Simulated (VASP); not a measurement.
A run of VASP 6.6.1:

The input INCAR:

```
PREC = Accurate
ENCUT = 600
EDIFF = 1E-7
ISMEAR = 0
SIGMA = 0.05
LREAL = F
LASPH = T
NELM = 120
ALGO = Normal
ISIF = 3
LWAVE = F
LCHARG = F
ISPIN = 2
MAGMOM = 4 0
LORBIT = 11
LMAXMIX = 4
GGA = PS
IBRION = 2
NSW = 40
EDIFFG = -0.02
```

Contents of KPOINTS:

```
regular mesh
0
Gamma
  8 8 8
```

Contents of POSCAR:

```
MnAs
1.0
    3.3616209100      0.0000000000      0.0000000000
    0.0000000000      3.3616209100      0.0000000000
    0.0000000000      0.0000000000      3.3616209100
Mn As
1 1
Direct
    0.0000000000      0.0000000000      0.0000000000
    0.5000000000      0.5000000000      0.5000000000
```

Potentials or basis: VASP PAW PBE potentials, release 64 (Mn_pv, As).

Run with:

```console
$ cat potpaw_PBE.64/Mn_pv/POTCAR potpaw_PBE.64/As/POTCAR > POTCAR
$ mpirun -np 1 vasp_std > vasp.out
```

Hardware: 1 thread of Intel(R) Xeon(R) Platinum 8488C (Sapphire Rapids), with other jobs on the host.

Problem. Estimate the wall time of this run.

Solution. Run time: 7.1 min on 1 thread of Intel(R) Xeon(R) Platinum 8488C (Sapphire Rapids), on a shared host, peak memory 0.22 GiB. Counts: scf iterations 152, k points 35, ion steps 14.
